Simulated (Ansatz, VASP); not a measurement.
# Two plane-wave programs on Os

```
Os
1.0
     2.73410    0.00000    0.00000
    -1.36705    2.36780    0.00000
     0.00000    0.00000    4.31970
Os
2
Cartesian
  1.3671 0.7893 3.2398
  0.0000 1.5785 1.0799
```

Alike in both runs: task single point; functional PBE; k mesh 11 × 11 × 6; occupations gaussian, width 0.011 eV; no spin polarisation.

|  | VASP | Ansatz |
| --- | --- | --- |
| version | VASP 6.6.1 | Ansatz 0.2.0 |
| potentials or method | VASP PAW PBE potentials, release 64 (Os) | Ansatz PAW |
| plane-wave cutoff (eV) | 520 | 420 |
| valence electrons in the cell | 16 | 32 |

```tsv
	VASP	Ansatz	Ansatz less VASP
gap on the k mesh at the Fermi level (eV)	none	none	-
pressure (GPa)	8.8	8.8	-0.03
largest component of the traceless stress (GPa)	0.19	0.20	+0.015
```

A gap of «none» marks a metal or a gap that the smearing closes. The two sets of potentials don't hold the same shells in valence.

Spin-orbit coupling is left out, which matters for the levels of Os.
